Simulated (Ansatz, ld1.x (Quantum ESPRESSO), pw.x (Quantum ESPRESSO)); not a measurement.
## What a changed setting does to a pw.x run (fcc B)

Potential: PAW, ld1.x (Quantum ESPRESSO) 7.5, PBE; core [He], reference 2s2 2p1; waves: 2s (bound): rcut 1.10, rcutus 1.45 bohr; 2s channel at -0.05 Ry: rcut 1.10, rcutus 1.45 bohr; 2p (bound): rcut 1.85, rcutus 2.45 bohr; 2p channel at 0.2 Ry: rcut 1.85, rcutus 2.45 bohr; 3d channel at 0.3 Ry: rcut 1.45, rcutus 2.00 bohr; 3d channel at 1 Ry: rcut 1.45, rcutus 2.00 bohr; local part: all-electron potential smoothed inside 1.70 bohr (lloc = -1); core correction: Bessel-smoothed model core inside 0.85 bohr; augmentation: BESSEL, radius 0.85 bohr.

The reference run (k-mesh 18³, cutoffs 40/320 Ry, Fermi–Dirac 0.01 Ry, mixing_beta 0.4, conv_thr 1e-9, no spin) gives 0.06 GPa at 5.898 Å³/atom, where all-electron LAPW gives -0.40 GPa. This run, with its own iteration cap, changes mixing_mode to TF.

```
&control
  calculation='scf', prefix='x', pseudo_dir='./', outdir='./tmp', tstress=.true., disk_io='none'
/
&system
  ibrav=0, nat=1, ntyp=1, ecutwfc=40, ecutrho=320, nbnd=8,
  occupations='smearing', smearing='fd', degauss=0.01
/
&electrons
  conv_thr=1e-09, mixing_beta=0.4, electron_maxstep=60, mixing_mode='TF'
/
ATOMIC_SPECIES
B 1.0 B.UPF
CELL_PARAMETERS angstrom
  0.00000000 1.43403007 1.43403007
  1.43403007 0.00000000 1.43403007
  1.43403007 1.43403007 0.00000000
ATOMIC_POSITIONS crystal
B 0.0000 0.0000 0.0000
K_POINTS automatic
18 18 18 0 0 0
```

```bash
pw.x < B.scf.in > B.scf.out
```

Q: How does the run end?

A: It converges in 9 iterations; the free energy moves by +0.0 meV/atom and the pressure by +0.01 GPa. The result is that of the reference run.

```
Message from routine setup:
     using ibrav=0 with symmetry is DISCOURAGED, use correct ibrav instead
     lattice parameter (alat)  =       3.8324  a.u.
     unit-cell volume          =      39.8017 (a.u.)^3
     number of electrons       =         3.00
     number of Kohn-Sham states=            8
     kinetic-energy cutoff     =      40.0000  Ry
     charge density cutoff     =     320.0000  Ry
     scf convergence threshold =      1.0E-09
     Exchange-correlation= SLA  PW   PBX  PBC
     number of k points=   195  Fermi-Dirac smearing, width (Ry)=  0.0100
     iteration #  1     ecut=    40.00 Ry     beta= 0.40
     total energy              =     -11.35398604 Ry
     estimated scf accuracy    <       0.01536606 Ry
     iteration #  2     ecut=    40.00 Ry     beta= 0.40
     total energy              =     -11.35944917 Ry
     estimated scf accuracy    <       0.00794468 Ry
     iteration #  3     ecut=    40.00 Ry     beta= 0.40
     total energy              =     -11.36054837 Ry
     estimated scf accuracy    <       0.00033491 Ry
     [... 3 iterations left out ...]
     iteration #  7     ecut=    40.00 Ry     beta= 0.40
     total energy              =     -11.36076707 Ry
     estimated scf accuracy    <       0.00000002 Ry
     iteration #  8     ecut=    40.00 Ry     beta= 0.40
     total energy              =     -11.36076717 Ry
     estimated scf accuracy    <          7.6E-09 Ry
     iteration #  9     ecut=    40.00 Ry     beta= 0.40
     the Fermi energy is    14.1810 ev
!    total energy              =     -11.36076723 Ry
     estimated scf accuracy    <          2.7E-10 Ry
     smearing contrib. (-TS)   =      -0.00099518 Ry
     convergence has been achieved in   9 iterations
          total   stress  (Ry/bohr**3)                   (kbar)     P=        0.69
     Message from routine punch:
     Nothing written, as per user request (disk_io='none')
```

The run took about 5.6 s on one core of a shared host (Intel(R) Xeon(R) Platinum 8488C, 192 threads, 744 GiB, load 138).
